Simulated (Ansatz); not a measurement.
# LiCl: the cost of one run

Method: DFT PBE, plane waves, PAW, scalar-relativistic, no spin polarisation, in Ansatz 0.2.0.

### 1 The system as given

The cell holds 16 atoms (Cl8Li8): a = 7.533 Å, b = 7.533 Å, c = 7.533 Å, α = 60.00°, β = 60.00°, γ = 60.00°.

Coordinates:

```xyz
16
Lattice="0.0000 5.3267 5.3267 5.3267 0.0000 5.3267 5.3267 5.3267 0.0000" Properties=species:S:1:pos:R:3 pbc="T T T"
Li    0.0000    0.0000    0.0000
Cl    2.6634    2.6634    2.6634
Li    2.6634    2.6634    0.0000
Cl    5.3267    5.3267    2.6634
Li    2.6634    0.0000    2.6634
Cl    5.3267    2.6634    5.3267
Li    5.3267    2.6634    2.6634
Cl    7.9901    5.3267    5.3267
Li    0.0000    2.6634    2.6634
Cl    2.6634    5.3267    5.3267
Li    2.6634    5.3267    2.6634
Cl    5.3267    7.9901    5.3267
Li    2.6634    2.6634    5.3267
Cl    5.3267    5.3267    7.9901
Li    5.3267    5.3267    5.3267
Cl    7.9901    7.9901    7.9901
```

### 2 Run 1

230 steps of 1 fs under a Langevin thermostat at 1800 K.

File input.yaml:

```yaml
accuracy: low
crystal:
  lattice:
    - [0.0, 5.32671, 5.32671]
    - [5.32671, 0.0, 5.32671]
    - [5.32671, 5.32671, 0.0]
  atoms:
    - { symbol: Li, position: [0.0, 0.0, 0.0] }
    - { symbol: Cl, position: [0.25, 0.25, 0.25] }
    - { symbol: Li, position: [0.0, 0.0, 0.5] }
    - { symbol: Cl, position: [0.25, 0.25, 0.75] }
    - { symbol: Li, position: [0.0, 0.5, 0.0] }
    - { symbol: Cl, position: [0.25, 0.75, 0.25] }
    - { symbol: Li, position: [0.0, 0.5, 0.5] }
    - { symbol: Cl, position: [0.25, 0.75, 0.75] }
    - { symbol: Li, position: [0.5, 0.0, 0.0] }
    - { symbol: Cl, position: [0.75, 0.25, 0.25] }
    - { symbol: Li, position: [0.5, 0.0, 0.5] }
    - { symbol: Cl, position: [0.75, 0.25, 0.75] }
    - { symbol: Li, position: [0.5, 0.5, 0.0] }
    - { symbol: Cl, position: [0.75, 0.75, 0.25] }
    - { symbol: Li, position: [0.5, 0.5, 0.5] }
    - { symbol: Cl, position: [0.75, 0.75, 0.75] }
basis:
  ecutwfc: 420.0
kpoints:
  mp_grid: { grid: [2, 2, 2] }
hamiltonian:
  xc: pbe
scf:
  occupations: { method: fermi_dirac, width: 0.16 }
  lower_state_search: "off"
md:
  timestep: 1
  n_steps: 230
  ensemble: nvt_langevin
  temperature: 1800.0
  initial_velocities: maxwell_boltzmann
  seed: 406378
  friction: 0.005
```

Started as:

```
> ansatz run input.yaml --threads 1 --pin off --max-ram 3072MiB --backend cpu --events-out ev --progress --plain --runs-dir out
```

What time and memory should one allow on 1 thread of an x86-64 CPU, shared host?

About 7.8 min, with a peak of 0.7 GiB.
